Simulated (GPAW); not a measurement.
Sc:

```xyz
2
Lattice="3.3090 0.0000 0.0000 -1.6545 2.8657 0.0000 0.0000 0.0000 5.2733" Properties=species:S:1:pos:R:3 pbc="T T T"
Sc    1.6545    0.9552    3.9550
Sc    0.0000    1.9105    1.3183
```

Base run:

| Property | Result |
| --- | --- |
| Program | GPAW 26.7.0 |
| Functional | rSCAN |
| Potentials or basis | GPAW PAW data sets (gpaw-data 1.2.1) |
| Cutoff | 600 eV |
| Basis | pw |
| k mesh | 7 × 7 × 4 |
| Occupations | fermi-dirac, width 0.05 eV |
| Spin | no spin polarisation |

Its results: pressure -0.4 GPa.

**Question.** The run is repeated on the same cell with these changes: functional from rSCAN to M06-L; band points from 80 to 60. What comes out?

**Answer.** Pressure -1.2 GPa.

Caveats: the PAW data sets were made with another functional, which shifts forces and pressure a little.
